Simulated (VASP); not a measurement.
Write the native input for VASP 6.6.1 that does the following.

| Property | Result |
| --- | --- |
| Task | band structure |
| Functional | LDA |
| Potentials or basis | VASP PAW LDA potentials, release 64 (Cd, Te) |
| Cutoff | 520 eV |
| k mesh | 8 × 8 × 8 |
| Occupations | gaussian, width 0.03 eV |
| Spin | no spin polarisation |
| Further INCAR settings | ALGO = Normal; EDIFF = 1e-07 |

The structure of CdTe lies in POSCAR:

```
CdTe                                    
1.0
    0.0000000000      3.2477981882      3.2477981882
    3.2477981882      0.0000000000      3.2477981882
    3.2477981882      3.2477981882      0.0000000000
  Cd              Te            
     1     1
Direct
     0.0000000000000000    0.0000000000000000    0.0000000000000000
     0.2500000000000000    0.2500000000000000    0.2500000000000000
```

One way to write it, as run:

INCAR

```
SYSTEM = CdTe
ALGO     = Normal         ! electronic algorithm
EDIFF    = 1E-7           ! SCF threshold, eV
ENCUT    = 520            ! plane-wave cutoff, eV
GGA      = CA             ! functional
ISIF     = 2              ! what is computed and relaxed
ISMEAR   = 0              ! smearing method
LASPH    = .True.         ! aspherical terms in the spheres
LCHARG   = .False.        ! write CHGCAR
LREAL    = .False.        ! projectors in reciprocal space
LWAVE    = .False.        ! write WAVECAR
NELM     = 80             ! most SCF steps
PREC     = Accurate       ! precision mode
SIGMA    = 0.03           ! smearing width, eV
```

KPOINTS

```
k-points
0
Gamma
  8 8 8
  0 0 0
```

KPOINTS_OPT

```
explicit points
252
Reciprocal
 0.0000000000  0.0000000000  0.0000000000 1
 0.0357142857  0.0000000000  0.0357142857 1
 0.0714285714  0.0000000000  0.0714285714 1
 0.1071428571  0.0000000000  0.1071428571 1
 0.1428571429  0.0000000000  0.1428571429 1
 0.1785714286  0.0000000000  0.1785714286 1
[... 244 lines left out ...]
 0.5126241200  0.0252482500  0.5126241200 1
 0.4873758800 -0.0252482500  0.4873758800 1
```

Potentials or basis: VASP PAW LDA potentials, release 64 (Cd, Te).

The run is started by

```bash
$ cat potpaw_LDA.64/Cd/POTCAR potpaw_LDA.64/Te/POTCAR > POTCAR
$ mpirun -np 1 vasp_std > vasp.out
```

It gave:

```
Pressure                : -1.5 GPa
Band gap on the k mesh  : 0.53 eV, direct
Band gap along the path : 0.53 eV, direct
```

Caveat: spin-orbit coupling is left out, which moves the levels of the heavy elements.

It took 2.5 min on 1 thread of Intel(R) Xeon(R) Platinum 8488C (Sapphire Rapids), with other jobs on the host, peak memory 0.2 GiB.
